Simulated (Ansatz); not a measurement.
The system is HfB2.

```
CELL_PARAMETERS angstrom
3.14000 0.00000 0.00000
-1.57000 2.71932 0.00000
0.00000 0.00000 3.48000
ATOMIC_POSITIONS crystal
Hf 0.00000 0.00000 0.00000
B 0.66667 0.33333 0.50000
B 0.33333 0.66667 0.50000
```

- Program: Ansatz 0.2.0
- Task: relaxation of cell and atoms
- Functional: RPBE
- Potentials or basis: Ansatz PAW
- Cutoff: 420 eV (not typed: the program's choice for these potentials)
- k mesh: 10 × 10 × 8
- Occupations: fermi-dirac, width 0.05 eV
- Spin: no spin polarisation

At the start: volume 9.90 Å³/atom.

Problem. Where does the relaxation end?

Solution. It ends after 7 steps and the volume is 10.13 Å³/atom (+2.3 %); space group P6/mmm (No. 191, to 0.05 Å).

The path:
```csv
step,energy change (eV),largest force (eV/Å),volume (Å³)
1,0.0000,0.0000,29.71
2,-0.0081,0.0000,30.62
3,-0.0107,0.0000,30.42
4,-0.0109,0.0000,30.39
5,-0.0117,0.0000,30.39
6,-0.0117,0.0000,30.39
7,-0.0117,0.0000,30.39
```

Final structure:
```xyz
3
Lattice="3.1609 0.0000 0.0000 -1.5805 2.7375 0.0000 0.0000 0.0000 3.5126" Properties=species:S:1:pos:R:3 pbc="T T T"
Hf    0.0000    0.0000    0.0000
B     1.5805    0.9125    1.7563
B     0.0000    1.8250    1.7563
```

Caveat: the plane-wave basis is chosen anew once the cell has moved, so the energies of steps on either side of that aren't comparable; the PAW data sets come from PBE, with cores solved anew for the run's functional, which leaves a small shift of forces and pressure.
